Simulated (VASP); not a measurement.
A run of VASP 6.6.1:

Contents of INCAR:

```
  PREC = Accurate
  ENCUT = 520
  EDIFF = 1E-6
  ISMEAR = 1
  SIGMA = 0.1
  LREAL = False
  LASPH = True
  NELM = 60
  ALGO = Normal
  ISIF = 2
  LWAVE = False
  LCHARG = True
  GGA = PE
  IVDW = 12
  LVHAR = True
```

Contents of KPOINTS:

```
Automatic mesh
0
Gamma
  18 18 18
```

File POSCAR:

```
Al                                      
1.0
   -0.0000000000      1.9906145139      1.9906145139
    1.9906145139     -0.0000000000      1.9906145139
    1.9906145139      1.9906145139     -0.0000000000
  Al            
     1
Direct
     0.0000000000000000    0.0000000000000000    0.0000000000000000
```

Potentials or basis: VASP PAW PBE potentials, release 64 (Al).

The run is started by

```sh
$ cat potpaw_PBE.64/Al/POTCAR > POTCAR
$ mpirun -np 1 vasp_std > vasp.out
```

Hardware: 1 thread of AMD EPYC 7R43 64-Core Processor (Zen 3), on a shared host.

**Question.** Estimate the wall time of this run.

**Answer.** Run time: 26 s on 1 thread of AMD EPYC 7R43 64-Core Processor (Zen 3), on a shared host, peak memory 0.11 GiB. Counts: scf iterations 10, k points 195.
